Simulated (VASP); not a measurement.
# C (Fd-3m) in VASP: Born charges and dielectric tensor with LDA

Aim: the Born charges and dielectric tensor of C with LDA.

All numbers are computed with VASP 6.6.1; they aren't measurements. Logs are shortened: lines on timing, memory, paths and dates and some standing lists are left out, and cuts for length are marked.

## 1. The structure

It takes space group Fd-3m (No. 227, cubic). The conventional cell has a = 3.588 Å, b = 3.588 Å, c = 3.588 Å, α = 90.00°, β = 90.00°, γ = 90.00°. C (site symmetry -43m) has 4 C at 1.55 Å as nearest neighbours.

This isn't the form of C at room conditions, which is graphite.

## 2. Born charges and dielectric tensor, LDA

Input file INCAR:

```
ALGO = Normal
EDIFF = 1E-8
ENCUT = 600
IBRION = 8
ISIF = 2
ISMEAR = 0
LASPH = True
LCHARG = False
LEPSILON = True
LREAL = False
LWAVE = False
NELM = 100
NSW = 1
PREC = Accurate
SIGMA = 0.02
```

Input file KPOINTS:

```
k-points
0
Gamma
  12 12 12
```

Input file POSCAR:

```
C
1.0
    0.0000000000      1.7940800000      1.7940800000
    1.7940800000      0.0000000000      1.7940800000
    1.7940800000      1.7940800000      0.0000000000
C
2
Direct
    0.5000000000      0.5000000000      0.5000000000
    0.7500000000      0.7500000000      0.7500000000
```

Potentials or basis: VASP PAW LDA potentials, release 64 (C).

The run is started by

```
$ cat potpaw_LDA.64/C/POTCAR > POTCAR
$ mpirun -np 1 vasp_std > vasp.out
```

OUTCAR:

```text
EDIFF = 1E-8
   ENCUT = 600
   IBRION = 8
   ISIF = 2
   ISMEAR = 0
   LASPH = True
   LEPSILON = True
   LREAL = False
   NELM = 100
   NSW = 1
   PREC = Accurate

 ion  position               nearest neighbor table
   1  0.500  0.500  0.500-   2 1.55   2 1.55   2 1.55   2 1.55
   2  0.750  0.750  0.750-   1 1.55   1 1.55   1 1.55   1 1.55

  LATTYP: Found a face centered cubic cell.
 ALAT       =     3.5881600000

  Lattice vectors:

 A1 = (   0.0000000000,   1.7940800000,   1.7940800000)
 A2 = (   1.7940800000,   0.0000000000,   1.7940800000)
 A3 = (   1.7940800000,   1.7940800000,   0.0000000000)

Analysis of symmetry for initial positions (statically):
=====================================================================
 Subroutine PRICEL returns:
 Original cell was already a primitive cell.

 Routine SETGRP: Setting up the symmetry group for a
 face centered cubic supercell.

 Subroutine GETGRP returns: Found 48 space group operations
 (whereof 24 operations were pure point group operations)
 out of a pool of 48 trial point group operations.

The static configuration has the point symmetry T_d .
 The point group associated with its full space group is O_h .

Analysis of symmetry for dynamics (positions and initial velocities):
=====================================================================
 Subroutine PRICEL returns:
 Original cell was already a primitive cell.

 Routine SETGRP: Setting up the symmetry group for a
 face centered cubic supercell.

 Subroutine GETGRP returns: Found 48 space group operations
 (whereof 24 operations were pure point group operations)
 out of a pool of 48 trial point group operations.

The dynamic configuration has the point symmetry T_d .
 The point group associated with its full space group is O_h .

 Subroutine INISYM returns: Found 48 space group operations
 (whereof 24 operations are pure point group operations),
 and found     1 'primitive' translations

----------------------------------------------------------------------------------------

                                     Primitive cell

  volume of cell :      11.5493

  direct lattice vectors                    reciprocal lattice vectors
     0.000000000  1.794080000  1.794080000    -0.278694373  0.278694373  0.278694373
     1.794080000  0.000000000  1.794080000     0.278694373 -0.278694373  0.278694373
     1.794080000  1.794080000  0.000000000     0.278694373  0.278694373 -0.278694373

  length of vectors
     2.537212268  2.537212268  2.537212268     0.482712813  0.482712813  0.482712813

  position of ions in fractional coordinates (direct lattice)
     0.500000000  0.500000000  0.500000000
     0.750000000  0.750000000  0.750000000

  ion indices of the primitive-cell ions
   primitive index   ion index
                 1           1
                 2           2

----------------------------------------------------------------------------------------

 KPOINTS: k-points

Automatic generation of k-mesh.
 Grid dimensions read from file:
 generate k-points for:   12   12   12

 Generating k-lattice:

  Cartesian coordinates                     Fractional coordinates (reciprocal lattice)
    -0.023224531  0.023224531  0.023224531     0.083333333  0.000000000  0.000000000
     0.023224531 -0.023224531  0.023224531     0.000000000  0.083333333  0.000000000
     0.023224531  0.023224531 -0.023224531     0.000000000  0.000000000  0.083333333

  Length of vectors
     0.040226068  0.040226068  0.040226068

[... 406 lines left out ...]
  ---------------------------------------------------
  ---------------------------------------------------
  free energy    TOTEN  =        -0.16356616 eV

  energy without entropy =       -0.16356616

------------------------ aborting loop because EDIFF is reached ----------------------------------------

--------------------------------------- Ionic step        2  -------------------------------------------

------------------------ aborting loop because EDIFF is reached ----------------------------------------

--------------------------------------- Ionic step        3  -------------------------------------------

------------------------ aborting loop because EDIFF is reached ----------------------------------------

 PIEZOELECTRIC TENSOR FIELD DIRECTION 3  (e Angst)
 -----------------------------------------------------------------------------
    -0.00010 -0.00000  0.00000           ( -0.00000  0.00000  0.00000)
     0.00000 -0.00010  0.00000           (  0.00000 -0.00000  0.00000)
     0.00000  0.00000 -0.00025           (  0.00000  0.00000 -0.00001)

 PIEZOELECTRIC TENSOR FIELD DIRECTION 3  (C/m^2)
 -----------------------------------------------------------------------------
    -0.00013 -0.00000  0.00000
     0.00000 -0.00013  0.00000
     0.00000  0.00000 -0.00035

--------------------------------------- Ionic step        4  -------------------------------------------

 Free energy of the ion-electron system (eV)
  ---------------------------------------------------
  ---------------------------------------------------
  free energy    TOTEN  =        -0.11035252 eV

  energy without entropy =       -0.11035252

------------------------ aborting loop because EDIFF is reached ----------------------------------------

 INTERNAL STRAIN TENSOR  FOR ION    1  DIRECTION 1   (eV/Angst):
 -----------------------------------------------------------------------------
     0.00497  0.00000  0.00000
     0.00000 -0.00203  1.62257
     0.00000  1.62257 -0.00203

 MACROSCOPIC STATIC DIELECTRIC TENSOR (including local field effects in DFT)
 ------------------------------------------------------
           5.833356    -0.000000    -0.000000
          -0.000000     5.833356     0.000000
          -0.000000     0.000000     5.833356
 ------------------------------------------------------

 PIEZOELECTRIC TENSOR (including local field effects)  for field in x, y, z        (e  Angst)
          XX          YY          ZZ          XY          YZ          ZX
  --------------------------------------------------------------------------------
  x     0.00000    -0.00000    -0.00000     0.00000     0.00000    -0.00000
  y    -0.00000     0.00000    -0.00000    -0.00000    -0.00000     0.00000
  z     0.00000     0.00000     0.00000     0.00000    -0.00000     0.00000

 PIEZOELECTRIC TENSOR (including local field effects)  for field in x, y, z        (C/m^2)
          XX          YY          ZZ          XY          YZ          ZX
  --------------------------------------------------------------------------------
  x     0.00000    -0.00000    -0.00000     0.00000     0.00000    -0.00000
  y    -0.00000     0.00000    -0.00000    -0.00000    -0.00000     0.00000
  z     0.00000     0.00000     0.00000     0.00000    -0.00000     0.00000

 BORN EFFECTIVE CHARGES (including local field effects) (in |e|, cummulative output)
 ---------------------------------------------------------------------------------
 ion    1
    1     0.00000    -0.00000     0.00000
    2    -0.00000     0.00000     0.00000
    3    -0.00000    -0.00000     0.00000
 ion    2
    1     0.00000     0.00000    -0.00000
    2     0.00000     0.00000    -0.00000
    3     0.00000     0.00000     0.00000

 INTERNAL STRAIN TENSOR FOR ION    2 for displacements in x,y,z  (eV/Angst):
          X           Y           Z          XY          YZ          ZX
  --------------------------------------------------------------------------------
  x     0.00000     0.00000     0.00000     0.00000    -1.62257     0.00000
  y     0.00000    -0.00000     0.00000     0.00000     0.00000    -1.62257
  z     0.00000     0.00000     0.00000    -1.62257     0.00000     0.00000

 SECOND DERIVATIVES (NOT SYMMETRIZED)
 ------------------------------------
               1X          1Y          1Z          2X          2Y          2Z
  1X   -35.309312    0.000000    0.000000   35.309312    0.000000    0.000000
  1Y     0.000000  -35.309312    0.000000    0.000000   35.309312    0.000000
  1Z     0.000000    0.000000  -35.309312    0.000000    0.000000   35.309312
  2X    35.309312    0.000000    0.000000  -35.309312    0.000000    0.000000
  2Y     0.000000   35.309312    0.000000    0.000000  -35.309312    0.000000
  2Z     0.000000    0.000000   35.309312    0.000000    0.000000  -35.309312

 Eigenvectors and eigenvalues of the dynamical matrix
 ----------------------------------------------------

   1 f  =   37.907118 THz   238.177446 2PiTHz 1264.445348 cm-1   156.771172 meV
             X         Y         Z           dx          dy          dz
      1.794080  1.794080  1.794080     0.000000   -0.707107    0.000000
      2.691120  2.691120  2.691120     0.000000    0.707107    0.000000
[... 21 lines left out ...]
   6 f  =    0.000000 THz     0.000000 2PiTHz    0.000000 cm-1     0.000000 meV
             X         Y         Z           dx          dy          dz
      1.794080  1.794080  1.794080     0.000000    0.000000    0.707107
      2.691120  2.691120  2.691120     0.000000    0.000000    0.707107

--------------------------------------------------------------------------------------------------------

 MACROSCOPIC STATIC DIELECTRIC TENSOR IONIC CONTRIBUTION
 ------------------------------------------------------
           0.000000     0.000000     0.000000
           0.000000     0.000000     0.000000
           0.000000     0.000000     0.000000
 ------------------------------------------------------

 ELASTIC MODULI CONTR FROM IONIC RELAXATION (kBar)
 Direction    XX          YY          ZZ          XY          YZ          ZX
 --------------------------------------------------------------------------------
 XX          -0.0000     -0.0000     -0.0000      0.0000      0.0000      0.0000
 YY          -0.0000     -0.0000     -0.0000      0.0000      0.0000     -0.0000
 ZZ          -0.0000     -0.0000     -0.0000      0.0000      0.0000      0.0000
 XY           0.0000      0.0000      0.0000    -10.3436      0.0000      0.0000
 YZ           0.0000      0.0000      0.0000      0.0000    -10.3436      0.0000
 ZX           0.0000     -0.0000      0.0000      0.0000      0.0000    -10.3436
 --------------------------------------------------------------------------------

 PIEZOELECTRIC TENSOR IONIC CONTR  for field in x, y, z        (C/m^2)
          XX          YY          ZZ          XY          YZ          ZX
  --------------------------------------------------------------------------------
  x    -0.00000    -0.00000    -0.00000     0.00000     0.00000    -0.00000
  y    -0.00000     0.00000    -0.00000     0.00000    -0.00000     0.00000
  z     0.00000     0.00000     0.00000     0.00000    -0.00000    -0.00000
```

Run time: 81 s. Hardware: 1 thread of Intel Xeon Platinum 8259CL at 2.50GHz (Skylake/Cascade Lake), shared host; peak memory 0.19 GiB.

What came out:

* Band gap on the k mesh: 4.08 eV, indirect (least direct gap 5.49 eV)
* Electronic dielectric tensor (diagonal): 5.83
* Born charges (mean of the diagonal): C +0.00 e
* Highest phonon frequency at Γ: 1264 cm⁻¹

Levels at points of the mesh, in eV from the valence-band top:
| k point | band 2 | band 3 | band 4 | band 5 | band 6 | band 7 |
| --- | --- | --- | --- | --- | --- | --- |
| (0.00, 0.00, 0.00) | 0.00 | 0.00 | 0.00 | 5.49 | 5.49 | 5.49 |
| (0.50, 0.00, 0.00) | -13.16 | -2.74 | -2.74 | 8.31 | 8.31 | 8.77 |
| (0.50, 0.50, 0.00) | -12.48 | -6.18 | -6.18 | 4.67 | 4.67 | 16.35 |

Phonon frequencies in cm⁻¹ (negative: imaginary):
| q point | frequencies |
| --- | --- |
| (0.000, 0.000, 0.000) | 0 0 0 1264 1264 1264 |

Electronic dielectric tensor:
```
5.83 0.00 0.00
0.00 5.83 0.00
0.00 0.00 5.83
```

Born effective charge tensors (e):
atom 1, C
```
0.00 0.00 0.00
0.00 0.00 0.00
0.00 0.00 0.00
```
atom 2, C
```
0.00 0.00 0.00
0.00 0.00 0.00
0.00 0.00 0.00
```
